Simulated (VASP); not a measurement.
Here is a VASP 6.6.1 calculation.

Contents of INCAR:

```
SYSTEM = Na
  PREC = Accurate
  ENCUT = 520
  EDIFF = 1E-7
  ISMEAR = -1
  SIGMA = 0.05
  LREAL = .FALSE.
  LASPH = .TRUE.
  NELM = 100
  ALGO = Normal
  ISIF = 2
  LWAVE = .FALSE.
  LCHARG = .FALSE.
  LDIPOL = .TRUE.
  IDIPOL = 3
  DIPOL = 0.5 0.5 0.500
  GGA = PE
  EFIELD = 0.1
  LVHAR = .TRUE.
  LVACPOTAV = .TRUE.
```

KPOINTS

```
Automatic mesh
0
G
  8 8 1
  0 0 0
```

POSCAR

```
Na
1.0
    3.7670009976      0.0000000000      0.0000000000
   -1.8835004988      3.2623185600      0.0000000000
    0.0000000000      0.0000000000     21.1540000000
Na
3
Direct
    0.3333333333      0.6666666666      0.3545428761
    0.6666666667      0.3333333334      0.5000000000
    0.3333333333      0.6666666666      0.6454571239
```

Potentials or basis: VASP PAW PBE potentials, release 64 (Na_pv).

Run with:

```sh
$ cat potpaw_PBE.64/Na_pv/POTCAR > POTCAR
$ mpirun -np 1 vasp_std > vasp.out
```

(1) Predict the band gap on the k mesh.

(2) What does it give for the largest force?

Answers

(1) none (metal or under the smearing width).

(2) 0.041 eV/Å.
